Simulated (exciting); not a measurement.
Input of an exciting (release sodium) run:

Contents of input.xml:

```xml
<input>
  <title>SnTe</title>
  <structure speciespath="./" tshift="false">
    <crystal scale="1">
      <basevect>0.000000000000 5.954243559777 5.954243559777</basevect>
      <basevect>5.954243559777 0.000000000000 5.954243559777</basevect>
      <basevect>5.954243559777 5.954243559777 0.000000000000</basevect>
    </crystal>
    <species speciesfile="Te.xml" rmt="2.3">
      <atom coord="0.500000000000 0.500000000000 0.500000000000"/>
    </species>
    <species speciesfile="Sn.xml" rmt="2.3">
      <atom coord="0.000000000000 0.000000000000 0.000000000000"/>
    </species>
  </structure>
  <groundstate do="fromscratch" ngridk="5 5 5" rgkmax="9" gmaxvr="14" lmaxapw="10" lmaxmat="10" lmaxvr="8" xctype="GGA_PBE" stype="Fermi Dirac" swidth="0.00183747" nempty="20" ValenceRelativity="iora*" epsengy="1e-05" epspot="1e-05" maxscl="60" outputlevel="normal">
    <spin spinorb="true"/>
  </groundstate>
  <properties>
    <bandstructure>
      <plot1d>
        <path steps="80">
          <point coord="0 0 0" label="G"/>
          <point coord="0.5 0 0.5" label="X"/>
          <point coord="0.5 0.25 0.75" label="W"/>
          <point coord="0.375 0.375 0.75" label="K"/>
          <point coord="0 0 0" label="G"/>
          <point coord="0.5 0.5 0.5" label="L"/>
          <point coord="0.625 0.25 0.625" label="U"/>
          <point coord="0.5 0.25 0.75" label="W"/>
          <point coord="0.5 0.5 0.5" label="L"/>
          <point coord="0.375 0.375 0.75" label="K" breakafter="true"/>
          <point coord="0.625 0.25 0.625" label="U"/>
          <point coord="0.5 0 0.5" label="X"/>
        </path>
      </plot1d>
    </bandstructure>
    <chargedensityplot>
      <plot3d>
        <box grid="23 23 23">
          <origin coord="0 0 0"/>
          <point coord="1 0 0"/>
          <point coord="0 1 0"/>
          <point coord="0 0 1"/>
        </box>
      </plot3d>
    </chargedensityplot>
    <elfplot>
      <plot3d>
        <box grid="23 23 23">
          <origin coord="0 0 0"/>
          <point coord="1 0 0"/>
          <point coord="0 1 0"/>
          <point coord="0 0 1"/>
        </box>
      </plot3d>
    </elfplot>
    <exccplot>
      <plot3d>
        <box grid="23 23 23">
          <origin coord="0 0 0"/>
          <point coord="1 0 0"/>
          <point coord="0 1 0"/>
          <point coord="0 0 1"/>
        </box>
      </plot3d>
    </exccplot>
  </properties>
</input>
```

Potentials or basis: all-electron LAPW+lo, shipped species files, valence relativity iora*.

Command:

```bash
$ OMP_NUM_THREADS=1 exciting_smp
```

(1) Predict the band gap along the path.

Answers

(1) 0.23 eV, direct.

Caveat: this odd mesh misses L, where the gap lies, so gap, dielectric constants and Born charges aren't listed; total energies with spin-orbit coupling aren't reliable in this program, so none is listed and the log's shouldn't be used.

**The experiment to reproduce.**

A printed reference work, textbook reports, for a bulk crystal of SnTe at 300 K: band gap 0.18 eV (direct).

A measured gap of SnTe is 0.18 eV (direct; 300 K; a printed reference work, textbook); the calculated 0.23 eV misses it by +0.05 eV. The value is that of PBE, without temperature or zero-point motion.
